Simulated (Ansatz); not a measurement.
α-phase Li3N, treated with r²SCAN-D4 in Ansatz (PAW).

Settings: plane-wave cutoff 500 eV, 12×12×8 k mesh (along the axes of the cell as run), gaussian smearing 0.02 eV, scalar-relativistic PAW data made under PBE.

Cell (relaxed at this level):

Li3N is taken in the hexagonal space group P6/mmm (No. 191), Pearson symbol hP4. Cell: a = b = 3.6006 Å, c = 3.8450 Å, α = β = 90.00°, γ = 120.00°. Li1 on 2c is coordinated by 3 N at 2.079 Å (trigonal planar). Li2 on 1b sees 2 N at 1.922 Å (linear). N on 1a sees 2 Li at 1.922 Å and 6 Li at 2.079 Å. (Neighbours: up to the widest gap in distance over summed covalent radii, below 1.35, at either atom; cation-cation and far metal-metal contacts left out.)

Problem. Give the computed band gap.

Solution. 
* **band gap**: 1.51 eV (on the SCF k mesh)

Measured, for comparison: band gap 2.15 eV (4 K, zero-point motion not removed, indirect, optical absorption, E parallel c; as tabulated in Brendecke and Bludau (1979), doi:10.1063/1.326533). Computed (rounded) less measured: band gap -0.64 eV.

The computed numbers hold no vibrational or temperature effects.

Cost on a shared machine: around 27 core-seconds (rough).

Ansatz is a quantum-chemistry and plane-wave program.
